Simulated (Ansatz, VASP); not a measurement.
# One calculation of TePb (lda), two programs

```
CELL_PARAMETERS angstrom
0.00000 3.19025 3.19025
3.19025 0.00000 3.19025
3.19025 3.19025 0.00000
ATOMIC_POSITIONS crystal
Te 0.50000 0.50000 0.50000
Pb 0.00000 0.00000 0.00000
```

Alike in both runs: functional LDA; k mesh 10 × 10 × 10; occupations gaussian, width 0.02 eV; no spin polarisation.

Ansatz relaxed the structure, and its values are those at the end. VASP's run is a single point on that final structure, the one shown.

|  | VASP | Ansatz |
| --- | --- | --- |
| version | VASP 6.6.1 | Ansatz 0.2.0 |
| potentials or method | VASP PAW LDA potentials, release 64 (Te, Pb_d) | scalar-relativistic, plane waves, PAW |
| plane-wave cutoff (eV) | 520 | 420 |
| valence electrons in the cell | 20 | 30 |

```tsv
	VASP	Ansatz	Ansatz less VASP
gap on the k mesh at the Fermi level (eV)	0.55	0.57	+0.016
least direct gap on the mesh (eV)	0.55	0.57	+0.016
pressure (GPa)	0.1	0.0	-0.08
```

The two sets of potentials don't hold the same shells in valence.

Caveats: spin-orbit coupling is left out, which as a rule narrows the gap of such compounds by several tenths of an eV. A k mesh can miss the band edges.
